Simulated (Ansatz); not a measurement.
**ZnS in Ansatz: convergence with k mesh**

Input of the first run (k mesh 3 × 3 × 3); the others differ in this setting and in those tied to it:

Contents of input.yaml:

```yaml
crystal:
  lattice:
    - [0.0, 2.702, 2.702]
    - [2.702, 0.0, 2.702]
    - [2.702, 2.702, 0.0]
  atoms:
    - { symbol: Zn, position: [0.739719, 0.743732, 0.747796] }
    - { symbol: S, position: [-0.009039, 0.011854, -0.011851] }
hamiltonian:
  xc: pbesol
  pseudopotentials: { kind: paw }
kpoints:
  mp_grid: { grid: [3, 3, 3] }
scf:
  occupations: { method: gaussian, width: 0.05 }
output:
  forces: true
  stress: true
  eigenvalues: true
```

Potentials or basis: Ansatz PAW.

Command:

```console
$ ansatz run input.yaml --threads 2 --pin off --max-ram 5632MiB --backend cpu --events-out ev --progress --plain --runs-dir out
```

The cell isn't the ideal one: atoms moved at random, drawn with an rms of 0.05 Å.

Hardware: 2 threads of Intel(R) Xeon(R) Processor @ 2.50GHz (Skylake/Cascade Lake) (shared host).

```tsv
k mesh	energy less the tightest run, at zero smearing (meV/atom)	pressure (GPa)	gap on the mesh (eV)	SCF cycles	CPU time (s)	peak memory (GiB)
3 × 3 × 3	116.04	-0.52	1.892	6	2.5	0.3
4 × 4 × 4	25.36	-1.52	1.920	6	3.9	0.33
5 × 5 × 5	6.38	-1.76	1.928	6	6.4	0.35
6 × 6 × 6	1.80	-1.82	1.930	6	11	0.38
8 × 8 × 8	0.19	-1.84	1.931	6	22	0.46
10 × 10 × 10	0.02	-1.84	1.932	6	43	0.59
12 × 12 × 12	0.00	-1.84	1.932	6	74	0.8
14 × 14 × 14	0.00	-1.84	1.932	6	110	1.1
```

Against the tightest run, the energy stays within 1 meV/atom from 8 × 8 × 8 on; the pressure stays within 0.1 GPa from 5 × 5 × 5 on; the gap on the mesh stays within 0.01 eV from 5 × 5 × 5 on. Meshes of other sizes hit other points, so gaps and Fermi surfaces needn't settle smoothly. The tightest run that finished is the yardstick and may itself not be fully converged.

Caveat, for the tightest run too: the PAW data sets come from PBE, with cores solved anew for the run's functional, which leaves a small shift of forces and pressure.
